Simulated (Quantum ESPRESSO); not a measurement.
# NaF (Villiaumite) (Fm-3m) in Quantum ESPRESSO: further runs

The runs below take NaF (Villiaumite) through single point, equation of state, with rev-vdW-DF2.

Everything below comes from runs of Quantum ESPRESSO 7.5. Logs are shortened: lines on timing, memory, paths and dates and some standing lists are left out, and cuts for length are marked.

### Step 1. The structure

The structure is cubic, space group Fm-3m (No. 225). The conventional cell has a = 4.640 Å, b = 4.640 Å, c = 4.640 Å, α = 90.00°, β = 90.00°, γ = 90.00°. Na (site symmetry m-3m) has 6 F at 2.32 Å as nearest neighbours. F (site symmetry m-3m) is surrounded by 6 Na at 2.32 Å.

### Step 2. Single point, rev-vdW-DF2, 11.74 Å³/atom

pw.in

```
&CONTROL
  calculation = 'scf'
  prefix = 'pwscf'
  outdir = './tmp'
  pseudo_dir = './pseudo'
  tprnfor = .true.
  tstress = .true.
  disk_io = 'nowf'
/
&SYSTEM
  ibrav = 0
  nat = 2
  ntyp = 2
  ecutwfc = 88
  nbnd = 14
  input_dft = 'vdw-df2-b86r'
  occupations = 'smearing'
  smearing = 'fd'
  degauss = 0.00367493
/
&ELECTRONS
  conv_thr = 4d-10
  electron_maxstep = 120
  mixing_beta = 0.5
/
ATOMIC_SPECIES
Na    22.9898 Na.upf
F     18.9984 F.upf
CELL_PARAMETERS angstrom
   0.0000000000    2.2726397722    2.2726397722
   2.2726397722    0.0000000000    2.2726397722
   2.2726397722    2.2726397722    0.0000000000
ATOMIC_POSITIONS crystal
Na     0.0000000000    0.0000000000    0.0000000000
F      0.5000000000    0.5000000000    0.5000000000
K_POINTS automatic
10 10 10 0 0 0
```

Potentials or basis: PseudoDojo 0.4.1 SR PBE standard.

Run with:

```console
OMP_NUM_THREADS=1 pw.x -in pw.in > pw.out
```

pw.out:

```text
This program is part of the open-source Quantum ESPRESSO suite
     for quantum simulation of materials; please cite
         "P. Giannozzi et al., J. Phys.:Condens. Matter 21 395502 (2009);
         "P. Giannozzi et al., J. Phys.:Condens. Matter 29 465901 (2017);
         "P. Giannozzi et al., J. Chem. Phys. 152 154105 (2020);
     in publications or presentations arising from this work. More details at

     IMPORTANT: XC functional enforced from input :
     Exchange-correlation= VDW-DF2-B86R
                           (   1   4  26   0   2   0   0)
     Any further DFT definition will be discarded
     Please, verify this is what you really want

     Message from routine setup:
     using ibrav=0 with symmetry is DISCOURAGED, use correct ibrav instead

     G-vector sticks info
     --------------------
     sticks:   dense  smooth     PW     G-vecs:    dense   smooth      PW
     Sum         889     889    265                17573    17573    2891

     Using Slab Decomposition

     bravais-lattice index     =            0
     lattice parameter (alat)  =       6.0736  a.u.
     unit-cell volume          =     158.4231 (a.u.)^3
     number of atoms/cell      =            2
     number of atomic types    =            2
     number of electrons       =        16.00
     number of Kohn-Sham states=           14
     kinetic-energy cutoff     =      88.0000  Ry
     charge density cutoff     =     352.0000  Ry
     scf convergence threshold =      4.0E-10
     mixing beta               =       0.5000
     number of iterations used =            8  plain     mixing
     Exchange-correlation= VDW-DF2-B86R
                           (   1   4  26   0   2   0   0)

     celldm(1)=   6.073576  celldm(2)=   0.000000  celldm(3)=   0.000000
     celldm(4)=   0.000000  celldm(5)=   0.000000  celldm(6)=   0.000000

     crystal axes: (cart. coord. in units of alat)
               a(1) = (   0.000000   0.707107   0.707107 )
               a(2) = (   0.707107   0.000000   0.707107 )
               a(3) = (   0.707107   0.707107   0.000000 )

     reciprocal axes: (cart. coord. in units 2 pi/alat)
               b(1) = ( -0.707107  0.707107  0.707107 )
               b(2) = (  0.707107 -0.707107  0.707107 )
               b(3) = (  0.707107  0.707107 -0.707107 )

     PseudoPot. # 1 for Na read from file:
     Na.upf
     Pseudo is Norm-conserving, Zval =  9.0
     Generated using ONCVPSP code by D. R. Hamann
     Using radial grid of 1992 points,  4 beta functions with:
                l(1) =   0
                l(2) =   0
                l(3) =   1
                l(4) =   1

     PseudoPot. # 2 for F  read from file:
     F.upf
     Pseudo is Norm-conserving + core correction, Zval =  7.0
     Generated using ONCVPSP code by D. R. Hamann
     Using radial grid of  832 points,  5 beta functions with:
                l(1) =   0
                l(2) =   0
                l(3) =   1
                l(4) =   1
                l(5) =   2

     atomic species   valence    mass     pseudopotential
     Na                9.00    22.98980     Na( 1.00)
     F                 7.00    18.99840     F ( 1.00)

     48 Sym. Ops., with inversion, found

   Cartesian axes

     site n.     atom                  positions (alat units)
         1        Na     tau(   1) = (   0.0000000   0.0000000   0.0000000  )
         2        F      tau(   2) = (   0.7071068   0.7071068   0.7071068  )

     number of k points=    47  Fermi-Dirac smearing, width (Ry)=  0.0037
                       cart. coord. in units 2pi/alat
        k(    1) = (   0.0000000   0.0000000   0.0000000), wk =   0.0020000
        k(    2) = (   0.0707107   0.0707107  -0.0707107), wk =   0.0160000
        k(    3) = (   0.1414214   0.1414214  -0.1414214), wk =   0.0160000
        k(    4) = (   0.2121320   0.2121320  -0.2121320), wk =   0.0160000
        k(    5) = (   0.2828427   0.2828427  -0.2828427), wk =   0.0160000
        k(    6) = (  -0.3535534  -0.3535534   0.3535534), wk =   0.0080000
[... 39 lines left out ...]
        k(   46) = (  -0.0707107  -0.3535534   0.6363961), wk =   0.0480000
        k(   47) = (  -0.7071068   0.2828427   0.0000000), wk =   0.0240000

     Dense  grid:    17573 G-vectors     FFT dimensions: (  40,  40,  40)

     Initial potential from superposition of free atoms

     starting charge      15.9937, renormalised to      16.0000

     %%%%%%%%%%%%%%%%%%%%%%%%%%%%%%%%%%%%%%%%%%%%%%%%%%%%%%%%%%%%%%%%%%%%%%%%
     %                                                                      %
     % You are using vdW-DF, which was implemented by the Thonhauser group. %
     % Please cite the following two papers that made this development      %
     % possible and the two reviews that describe the various versions:     %
     %                                                                      %
     %   T. Thonhauser et al., PRL 115, 136402 (2015).                      %
     %   T. Thonhauser et al., PRB 76, 125112 (2007).                       %
     %   K. Berland et al., Rep. Prog. Phys. 78, 066501 (2015).             %
     %   D.C. Langreth et al., J. Phys.: Condens. Matter 21, 084203 (2009). %
     %                                                                      %
     % If you are calculating stress with vdW-DF, please also cite:         %
     %                                                                      %
     %   R. Sabatini et al., J. Phys.: Condens. Matter 24, 424209 (2012).   %
     %                                                                      %
     %%%%%%%%%%%%%%%%%%%%%%%%%%%%%%%%%%%%%%%%%%%%%%%%%%%%%%%%%%%%%%%%%%%%%%%%

     %%%%%%%%%%%%%%%%%%%%%%%%%%%%%%%%%%%%%%%%%%%%%%%%%%%%%%%%%%%%%%%%%%%%%%%%
     %                                                                      %
     %  vdW-DF NEWS:                                                        %
     %                                                                      %
     %  * vdW-DF3 is now available. DOI: 10.1021/acs.jctc.0c00471           %
     %    use with input_dft = 'vdW-DF3-opt1' or 'vdW-DF3-opt2'             %
     %                                                                      %
     %  * Unscreened and range-separated hybrid vdW-DF-cx functionals       %
     %    DOI: 10.1063/1.4986522 and 10.1088/1361-648X/ac2ad2               %
     %    use with input_dft = 'vdW-DF-cx0'    and 'vdW-DF-ahcx'            %
     %  * Unscreened and range-separated hybrid vdW-DF2-b86r functionals    %
     %    DOI: 10.1063/1.4986522 and DOI: 10.1103/PhysRevX.12.041003        %
     %    use with input_dft = 'vdW-DF2-br0' and 'vdW-DF2-ahbr'             %
     %                                                                      %
     %%%%%%%%%%%%%%%%%%%%%%%%%%%%%%%%%%%%%%%%%%%%%%%%%%%%%%%%%%%%%%%%%%%%%%%%

     Starting wfcs are    9 randomized atomic wfcs +    5 random wfcs

     Self-consistent Calculation

     iteration #  1     ecut=    88.00 Ry     beta= 0.50
     Davidson diagonalization with overlap
     ethr =  1.00E-02,  avg # of iterations =  5.1

     total energy              =    -140.93764380 Ry
     estimated scf accuracy    <       0.18534232 Ry

     iteration #  2     ecut=    88.00 Ry     beta= 0.50
     Davidson diagonalization with overlap
     ethr =  1.16E-03,  avg # of iterations =  2.1

     total energy              =    -140.98743696 Ry
     estimated scf accuracy    <       0.02751602 Ry

     iteration #  3     ecut=    88.00 Ry     beta= 0.50
     Davidson diagonalization with overlap
     ethr =  1.72E-04,  avg # of iterations =  2.1
[... 22 lines left out ...]
     total energy              =    -140.99172592 Ry
     estimated scf accuracy    <       0.00000058 Ry

     iteration #  7     ecut=    88.00 Ry     beta= 0.50
     Davidson diagonalization with overlap
     ethr =  3.61E-09,  avg # of iterations =  1.1

     total energy              =    -140.99172600 Ry
     estimated scf accuracy    <          9.2E-09 Ry

     iteration #  8     ecut=    88.00 Ry     beta= 0.50
     Davidson diagonalization with overlap
     ethr =  5.76E-11,  avg # of iterations =  2.0

     End of self-consistent calculation

          k = 0.0000 0.0000 0.0000 (  2229 PWs)   bands (ev):

   -45.5995 -17.9808 -17.5190 -17.5190 -17.5190   1.2180   1.2180   1.2180
     7.8321  20.6235  20.6235  20.6235  23.6941  25.9036

          k = 0.0707 0.0707-0.0707 (  2187 PWs)   bands (ev):

   -45.5978 -18.1032 -17.5204 -17.5204 -17.3825   1.0060   1.1901   1.1901
     8.2050  19.3367  20.7935  20.7935  25.1788  25.5041

          k = 0.1414 0.1414-0.1414 (  2202 PWs)   bands (ev):

   -45.5934 -18.3000 -17.5239 -17.5239 -17.1482   0.5174   1.1179   1.1179
     9.1612  17.5636  21.2248  21.2248  24.8814  24.8814

          k = 0.2121 0.2121-0.2121 (  2199 PWs)   bands (ev):

   -45.5880 -18.4647 -17.5283 -17.5283 -16.9364   0.0020   1.0301   1.0301
    10.4026  16.0686  21.6717  21.6717  24.5912  24.5913
[... 118 lines left out ...]
   -45.5787 -18.0191 -17.5780 -17.5780 -17.3659  -0.1077   0.8206   0.8206
    13.0800  15.0519  17.3220  21.6124  21.6124  26.5741

          k =-0.0707-0.6364 0.6364 (  2215 PWs)   bands (ev):

   -45.5771 -17.9549 -17.6445 -17.5795 -17.3669  -0.1058   0.7046   0.7973
    14.1404  14.8366  16.3409  21.4474  21.6917  26.7490

          k = 0.0000-0.5657 0.5657 (  2215 PWs)   bands (ev):

   -45.5767 -18.0861 -17.6722 -17.5719 -17.1977   0.0031   0.4561   0.8040
    14.6236  14.8898  16.1387  21.1675  21.7572  27.9699

          k =-0.7071 0.0000 0.0000 (  2200 PWs)   bands (ev):

   -45.5766 -17.6979 -17.6927 -17.5844 -17.5844  -0.1476   0.7834   0.7834
    14.7677  14.8738  15.3691  21.7028  21.7028  26.0563

          k = 0.2828 0.1414 0.0000 (  2202 PWs)   bands (ev):

   -45.5900 -18.3298 -17.5488 -17.5292 -17.0813   0.3193   0.9887   1.0554
     9.9109  16.8886  20.6180  21.6898  22.6616  26.1354

          k = 0.3536 0.2121-0.0707 (  2201 PWs)   bands (ev):

   -45.5853 -18.4089 -17.5630 -17.5340 -16.9640   0.0101   0.8465   0.9757
    11.0655  15.9044  20.1255  21.8905  22.7077  25.7698

          k =-0.2828-0.4243 0.5657 (  2215 PWs)   bands (ev):

   -45.5815 -18.4641 -17.5690 -17.5423 -16.8790  -0.2156   0.7352   0.9074
    12.2894  14.9685  19.7425  21.5151  23.5354  25.3276

          k =-0.2121-0.3536 0.4950 (  2218 PWs)   bands (ev):

   -45.5800 -18.4836 -17.5697 -17.5469 -16.8482  -0.2975   0.6935   0.8810
    13.0578  14.3374  19.6133  21.3668  23.9088  25.1076
[... 28 lines left out ...]
   -45.5785 -18.1217 -17.6019 -17.5879 -17.2142  -0.0707   0.7224   0.7767
    13.2794  15.0360  17.4984  20.8193  22.2386  27.4177

          k =-0.0707-0.4950 0.6364 (  2210 PWs)   bands (ev):

   -45.5770 -18.1354 -17.6468 -17.5907 -17.1475   0.0126   0.4984   0.7433
    14.3549  14.7880  16.8327  20.1742  22.8486  28.0049

          k = 0.0000-0.4243 0.5657 (  2224 PWs)   bands (ev):

   -45.5772 -18.2377 -17.6459 -17.5778 -17.0402   0.2012   0.2064   0.7724
    14.2342  14.9359  17.0695  20.1043  23.4105  26.8049

          k =-0.7071 0.1414 0.0000 (  2220 PWs)   bands (ev):

   -45.5765 -17.9502 -17.6823 -17.5946 -17.3168  -0.0708   0.6802   0.7170
    14.7918  14.8721  15.7684  20.7152  22.3127  27.0541

          k =-0.1414-0.4243 0.7071 (  2204 PWs)   bands (ev):

   -45.5778 -18.2471 -17.6137 -17.5966 -17.0434   0.0292   0.4800   0.7325
    13.7421  14.9923  17.7781  19.6843  24.0432  26.1130

          k =-0.0707-0.3536 0.6364 (  2216 PWs)   bands (ev):

   -45.5770 -18.2174 -17.6282 -17.6113 -17.0477   0.1466   0.3373   0.6838
    14.5012  14.7316  17.4034  19.2044  25.0207  25.3620

          k =-0.7071 0.2828 0.0000 (  2212 PWs)   bands (ev):

   -45.5764 -18.1293 -17.6550 -17.6215 -17.1129   0.1407   0.4263   0.6110
    14.8350  14.8625  16.7423  19.1186  24.1048  26.9529

     the Fermi energy is     5.3849 ev

!    total energy              =    -140.99172600 Ry
     estimated scf accuracy    <          1.6E-10 Ry
     smearing contrib. (-TS)   =       0.00000000 Ry
     internal energy E=F+TS    =    -140.99172600 Ry

     The total energy is F=E-TS. E is the sum of the following terms:
     one-electron contribution =     -74.81779012 Ry
     hartree contribution      =      44.21280728 Ry
     xc contribution           =     -25.00894136 Ry
     ewald contribution        =     -85.37780181 Ry

     convergence has been achieved in   8 iterations

     Forces acting on atoms (cartesian axes, Ry/au):

     atom    1 type  1   force =     0.00000000   -0.00000000    0.00000000
     atom    2 type  2   force =    -0.00000000   -0.00000000    0.00000000

     Total force =     0.000000     Total SCF correction =     0.000000

     Computing stress (Cartesian axis) and pressure

          total   stress  (Ry/bohr**3)                   (kbar)     P=       40.97
   0.00027853   0.00000000   0.00000000           40.97        0.00        0.00
   0.00000000   0.00027853   0.00000000            0.00       40.97        0.00
   0.00000000   0.00000000   0.00027853            0.00        0.00       40.97

=------------------------------------------------------------------------------=
   JOB DONE.
=------------------------------------------------------------------------------=
```

Wall time 70 s (1 thread of Arm Neoverse V2, shared host); peak memory 0.1 GiB.

What came out:

| Quantity | Value |
| --- | --- |
| Free energy | -1918.2902 eV |
| Pressure | 4.1 GPa |
| Band gap on the k mesh | 6.61 eV, direct |

Caveat: the potentials were made for another functional, which shifts forces and pressure.

### Step 3. Single point, rev-vdW-DF2, 11.99 Å³/atom

Changes to pw.in since step 2:

```diff
@@ -29,5 +29,5 @@
 CELL_PARAMETERS angstrom
-   0.0000000000    2.2726397722    2.2726397722
-   2.2726397722    0.0000000000    2.2726397722
-   2.2726397722    2.2726397722    0.0000000000
+   0.0000000000    2.2886448050    2.2886448050
+   2.2886448050    0.0000000000    2.2886448050
+   2.2886448050    2.2886448050    0.0000000000
 ATOMIC_POSITIONS crystal
```

Potentials or basis: PseudoDojo 0.4.1 SR PBE standard.

Run with:

```console
OMP_NUM_THREADS=1 pw.x -in pw.in > pw.out
```

It took 71 s on 1 thread of Arm Neoverse V2, shared host; peak memory 0.1 GiB.

Results (log left out):

```yaml
Free_energy: -1918.3009 eV
Pressure: 2.8 GPa
Band_gap_on_the_k_mesh: 6.49 eV, direct
```

Caveat: the potentials were made for another functional, which shifts forces and pressure.

### Step 4. Single point, rev-vdW-DF2, 12.24 Å³/atom

Changes to pw.in since step 3:

```diff
@@ -29,5 +29,5 @@
 CELL_PARAMETERS angstrom
-   0.0000000000    2.2886448050    2.2886448050
-   2.2886448050    0.0000000000    2.2886448050
-   2.2886448050    2.2886448050    0.0000000000
+   0.0000000000    2.3044290610    2.3044290610
+   2.3044290610    0.0000000000    2.3044290610
+   2.3044290610    2.3044290610    0.0000000000
 ATOMIC_POSITIONS crystal
```

Run with:

```console
OMP_NUM_THREADS=1 pw.x -in pw.in > pw.out
```

Run time: 70 s. Hardware: 1 thread of Arm Neoverse V2, shared host; peak memory 0.1 GiB.

It converged, with:

* Free energy: -1918.3077 eV
* Pressure: 1.6 GPa
* Band gap on the k mesh: 6.38 eV, direct

Caveat: the potentials were made for another functional, which shifts forces and pressure.

### Step 5. Single point, rev-vdW-DF2, 12.49 Å³/atom

Changes to pw.in since step 4:

```diff
@@ -29,5 +29,5 @@
 CELL_PARAMETERS angstrom
-   0.0000000000    2.3044290610    2.3044290610
-   2.3044290610    0.0000000000    2.3044290610
-   2.3044290610    2.3044290610    0.0000000000
+   0.0000000000    2.3200000000    2.3200000000
+   2.3200000000    0.0000000000    2.3200000000
+   2.3200000000    2.3200000000    0.0000000000
 ATOMIC_POSITIONS crystal
```

Run with:

```console
OMP_NUM_THREADS=1 pw.x -in pw.in > pw.out
```

It took 71 s on 1 thread of Arm Neoverse V2, shared host; peak memory 0.1 GiB.

Results (log left out):

* Free energy: -1918.3110 eV
* Pressure: 0.5 GPa
* Band gap on the k mesh: 6.27 eV, direct

Caveat: the potentials were made for another functional, which shifts forces and pressure.

### Step 6. Single point, rev-vdW-DF2, 12.74 Å³/atom

Changes to pw.in since step 5:

```diff
@@ -29,5 +29,5 @@
 CELL_PARAMETERS angstrom
-   0.0000000000    2.3200000000    2.3200000000
-   2.3200000000    0.0000000000    2.3200000000
-   2.3200000000    2.3200000000    0.0000000000
+   0.0000000000    2.3353646862    2.3353646862
+   2.3353646862    0.0000000000    2.3353646862
+   2.3353646862    2.3353646862    0.0000000000
 ATOMIC_POSITIONS crystal
```

Potentials or basis: PseudoDojo 0.4.1 SR PBE standard.

Run with:

```console
OMP_NUM_THREADS=1 pw.x -in pw.in > pw.out
```

It took 71 s on 1 thread of Arm Neoverse V2, shared host; peak memory 0.1 GiB.

The run converged. Its results:

| Property | Result |
| --- | --- |
| Free energy | -1918.3112 eV |
| Pressure | -0.4 GPa |
| Band gap on the k mesh | 6.16 eV, direct |

Caveat: the potentials were made for another functional, which shifts forces and pressure.

### Step 7. Single point, rev-vdW-DF2, 12.99 Å³/atom

Changes to pw.in since step 6:

```diff
@@ -29,5 +29,5 @@
 CELL_PARAMETERS angstrom
-   0.0000000000    2.3353646862    2.3353646862
-   2.3353646862    0.0000000000    2.3353646862
-   2.3353646862    2.3353646862    0.0000000000
+   0.0000000000    2.3505298169    2.3505298169
+   2.3505298169    0.0000000000    2.3505298169
+   2.3505298169    2.3505298169    0.0000000000
 ATOMIC_POSITIONS crystal
```

Run with:

```console
OMP_NUM_THREADS=1 pw.x -in pw.in > pw.out
```

It took 71 s on 1 thread of Arm Neoverse V2, shared host; peak memory 0.11 GiB.

Results (log left out):

| Quantity | Value |
| --- | --- |
| Free energy | -1918.3087 eV |
| Pressure | -1.2 GPa |
| Band gap on the k mesh | 6.06 eV, direct |

Caveat: the potentials were made for another functional, which shifts forces and pressure.

### Step 8. Single point, rev-vdW-DF2, 13.24 Å³/atom

Changes to pw.in since step 7:

```diff
@@ -29,5 +29,5 @@
 CELL_PARAMETERS angstrom
-   0.0000000000    2.3505298169    2.3505298169
-   2.3505298169    0.0000000000    2.3505298169
-   2.3505298169    2.3505298169    0.0000000000
+   0.0000000000    2.3655017480    2.3655017480
+   2.3655017480    0.0000000000    2.3655017480
+   2.3655017480    2.3655017480    0.0000000000
 ATOMIC_POSITIONS crystal
```

Run with:

```console
OMP_NUM_THREADS=1 pw.x -in pw.in > pw.out
```

Run time: 72 s. Hardware: 1 thread of Arm Neoverse V2, shared host; peak memory 0.11 GiB.

The run converged. Its results:

```yaml
Free_energy: -1918.3036 eV
Pressure: -2.0 GPa
Band_gap_on_the_k_mesh: 5.97 eV, direct
```

Caveat: the potentials were made for another functional, which shifts forces and pressure.

### Step 9. Equation of state, rev-vdW-DF2

Potentials or basis: PseudoDojo 0.4.1 SR PBE standard.

No new run: the results of the series are fitted here.

What came out:

* Equilibrium volume: 12.63 Å³/atom
* Bulk modulus: 47 GPa
* Pressure derivative of the bulk modulus: 4.6

Energy against volume, from the lowest point:
```csv
volume (Å³/atom),energy (meV/atom)
11.738,10.54
11.988,5.19
12.237,1.78
12.487,0.11
12.737,0.00
12.987,1.29
13.236,3.82
```

Caveat: the potentials were made for another functional, which shifts forces and pressure. Zero-point motion and thermal expansion aren't in these numbers.
